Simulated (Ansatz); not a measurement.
(101) slab cut from the bulk of C, 15 Å of vacuum:

```
CELL_PARAMETERS angstrom
2.46635 0.00000 0.00000
-1.23318 8.78509 0.00000
0.00000 0.00000 26.04977
ATOMIC_POSITIONS crystal
C 0.03941 0.07882 0.28791
C 0.54926 0.09852 0.31442
C 0.56896 0.13793 0.36744
C 0.07882 0.15763 0.39396
C 0.09852 0.19704 0.44698
C 0.60837 0.21675 0.47349
C 0.62808 0.25615 0.52651
C 0.13793 0.27586 0.55302
C 0.15763 0.31527 0.60604
C 0.66748 0.33497 0.63256
C 0.68719 0.37438 0.68558
C 0.19704 0.39408 0.71209
```

All numbers below come from DFT PBE, scalar-relativistic, plane waves, PAW (Ansatz 0.2.0). Plane waves to 420 eV, a k mesh through Γ of 14×4×1 on the computed 12-atom cell and Gaussian smearing (0.10 eV); no spin polarisation. The cell repeats along c with a dipole correction in the vacuum.

This base run converges in 14 iterations with a largest force of 2.652 eV/Å and a work function of 6.04 eV on the top face.

One setting at a time is then changed, some of them on purpose to poor values; changes count from the base run, energies are extrapolated to zero smearing, γ keeps the base's bulk energy, atoms stay where they are, and risky runs are capped at 50 to 100 iterations.

Problem. What happens with vacuum of 3 Å?

Solution. It converges in 12 iterations; ΔE (meV/atom) -7.2, Δγ (J/m²) -0.032, Δφ top (eV) -1.84, largest force (eV/Å) 2.515, largest change of a force (eV/Å) 0.202.

Problem. What happens with occupations fermi-dirac 0.025 eV?

Solution. It converges in 15 iterations; ΔE (meV/atom) +0.4, Δγ (J/m²) +0.002, Δφ top (eV) -0.02, largest force (eV/Å) 2.671, largest change of a force (eV/Å) 0.023.

In some of the runs (vacuum 3) charge leaks into the vacuum, so their work functions can be off.

The reference crystal is a form of C, which isn't its usual structure.

Cost: 3 runs of about 3.9 core-minutes in all, on Intel Xeon Processor @ 2.70GHz (shared hosts).